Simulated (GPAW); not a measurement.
Wanted: an ASE script for a GPAW 26.7.0 run.

- Task: band structure
- Functional: vdW-DF-cx
- Potentials or basis: GPAW PAW data sets (gpaw-data 1.2.1)
- Cutoff: 600 eV
- Basis: pw
- k mesh: 8 × 8 × 5
- Occupations: fermi-dirac, width 0.05 eV
- Spin: spin-orbit coupling, no magnetisation
- Maxiter: 150
- Band path: GMKGALHA,LM,KH
- Band points: 100
- spin axis theta (degrees): 90
- spin axis phi (degrees): 45
- Soc after scf: second variation

The structure of Ru lies in Ru.cif:

```cif
data_Ru
_cell_length_a 2.70580000
_cell_length_b 2.70580000
_cell_length_c 4.28190000
_cell_angle_alpha 90.00000000
_cell_angle_beta 90.00000000
_cell_angle_gamma 120.00000000
_space_group_name_H-M_alt 'P6_3/mmc'
_space_group_name_Hall '-P 6c 2c'
_space_group_IT_number 194
loop_
_space_group_symop_operation_xyz
'x,y,z'
'-x,-y,-z'
'x-y,x,z+1/2'
'-x+y,-x,-z+1/2'
'-y,x-y,z'
'y,-x+y,-z'
'-x,-y,z+1/2'
'x,y,-z+1/2'
'-x+y,-x,z'
'x-y,x,-z'
'y,-x+y,z+1/2'
'-y,x-y,-z+1/2'
'-y,-x,-z+1/2'
'y,x,z+1/2'
'-x,-x+y,-z'
'x,x-y,z'
'-x+y,y,-z+1/2'
'x-y,-y,z+1/2'
'y,x,-z'
'-y,-x,z'
'x,x-y,-z+1/2'
'-x,-x+y,z+1/2'
'x-y,-y,-z'
'-x+y,y,z'
loop_
_atom_site_label
_atom_site_type_symbol
_atom_site_symmetry_multiplicity
_atom_site_Wyckoff_symbol
_atom_site_fract_x
_atom_site_fract_y
_atom_site_fract_z
_atom_site_occupancy
Ru1 Ru 2 c 0.6666666667 0.3333333333 0.7500000000 1
```

The input as run:

run.py

```python
import numpy as np
from ase.dft.bandgap import bandgap
from ase.io import read, write
from gpaw import GPAW, PW
from gpaw.spinorbit import soc_eigenstates

atoms = read('Ru.cif')

calc = GPAW(mode=PW(600),
            xc={'name': 'vdW-DF-cx', 'backend': 'libvdwxc'},
            kpts={'size': (8, 8, 5), 'gamma': True},
            occupations={'name': 'fermi-dirac', 'width': 0.05},
            nbands=29,
            convergence={'density': 1e-05, 'energy': 1e-05},
            maxiter=150,
            txt='gpaw.txt')
atoms.calc = calc
energy = atoms.get_potential_energy()
forces = atoms.get_forces()
calc.write('gs.gpw')
write('result.traj', atoms)
print(f'Energy: {energy:.6f} eV')
print('Forces (eV/A):')
print(forces.round(4))
print('Fermi level:', round(calc.get_fermi_level(), 4), 'eV')
print(f'Gap: {bandgap(calc)[0]:.4f} eV, direct: {bandgap(calc, direct=True)[0]:.4f} eV')

path = atoms.cell.bandpath('GMKGALHA,LM,KH', npoints=100, eps=1e-4)
bs_calc = calc.fixed_density(kpts=path, symmetry='off', nbands=40,
                             convergence={'bands': 'CBM+6.0', 'eigenstates': 1e-6}, txt='bands.txt')
bs = bs_calc.band_structure()
bs.write('bs.json')
print(f'Gap on the path: {bandgap(bs_calc)[0]:.4f} eV')

soc = soc_eigenstates(bs_calc, theta=90, phi=45)
np.savetxt('soc_bands.dat', soc.eigenvalues(), fmt='%.4f')
mesh = soc_eigenstates('gs.gpw', theta=90, phi=45)
np.savetxt('soc_mesh.dat', mesh.eigenvalues(), fmt='%.4f')
print('Fermi level with spin-orbit coupling:', round(mesh.fermi_level, 4), 'eV')
```

Potentials or basis: GPAW PAW data sets (gpaw-data 1.2.1), pw.

Launch:

```console
$ OMP_NUM_THREADS=1 python run.py
```

It gave:

- Band gap along the path: none (metal or under the smearing width)

Caveat: spin-orbit coupling was added after a scalar SCF, so levels and gaps hold it while energy, forces, pressure and moments don't; this program's spin-orbit splittings come out too wide for heavy elements; the PAW data sets were made with another functional, which shifts forces and pressure a little.

Run time: 24 s on 1 thread of AMD EPYC 7R13 Processor (Zen 3), with other jobs on the host, peak memory 0.31 GiB.
